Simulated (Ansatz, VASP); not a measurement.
BN in VASP and in Ansatz

The input INCAR:

```
ALGO = Normal
EDIFF = 1E-6
ENCUT = 520
GGA = PE
ISIF = 2
ISMEAR = -1
LASPH = T
LCHARG = F
LREAL = F
LWAVE = F
NBANDS = 11
NELM = 60
PREC = Accurate
SIGMA = 0.03
```

KPOINTS

```
k-points
0
Gamma
  13 13 13
```

Contents of POSCAR:

```
BN
1.0
    0.0000000000      1.8014548043      1.8014548043
    1.8014548043      0.0000000000      1.8014548043
    1.8014548043      1.8014548043      0.0000000000
B N
1 1
Direct
    0.0000000000      0.0000000000      0.0000000000
    0.7500000000      0.7500000000      0.7500000000
```

Input for Ansatz:

```yaml
crystal:
  lattice:
    - [0.0, 1.8014548043, 1.8014548043]
    - [1.8014548043, 0.0, 1.8014548043]
    - [1.8014548043, 1.8014548043, 0.0]
  atoms:
    - { symbol: B, position: [0.0, 0.0, 0.0] }
    - { symbol: "N", position: [0.75, 0.75, 0.75] }
kpoints:
  mp_grid: { grid: [13, 13, 13] }
  band_path:
    path:
      - [0.0, 0.0, 0.0]
      - [-0.5, -0.5, 0.0]
      - [-0.375, -0.375, 0.25]
      - [-0.375, 0.0, 0.375]
      - [0.0, 0.0, 0.0]
      - [0.0, 0.0, 0.5]
      - [-0.5, -0.25, 0.25]
      - [-0.5, -0.5, 0.0]
    npoints: 5
scf:
  occupations: { method: fermi_dirac, width: 0.03 }
hamiltonian:
  xc: pbe
  pseudopotentials: { kind: all_electron, lapw: { basis_error: 0.001 } }
output:
  forces: true
  stress: true
  eigenvalues: true
```

Change from the starting cell: volume scaled by 0.99.

Alike in both runs: task single point; functional PBE; k mesh 13 × 13 × 13; occupations fermi-dirac, width 0.03 eV; no spin polarisation.

```csv
,VASP,Ansatz
version,VASP 6.6.1,Ansatz 0.2.0
potentials or method,"VASP PAW PBE potentials, release 64 (B, N)","all-electron LAPW, scalar-relativistic"
plane-wave cutoff (eV),520,see its input
```

|  | VASP | Ansatz | Ansatz less VASP |
| --- | --- | --- | --- |
| gap on the k mesh at the Fermi level (eV) | 4.55 | 4.55 | +0.009 |
| pressure (GPa) | 7.2 | 6.9 | -0.30 |

Ansatz ran all-electron here, so the differences hold the error of VASP's frozen core and of both bases.

Caveats: an odd mesh through Γ misses points on the zone boundary, where band edges often lie.
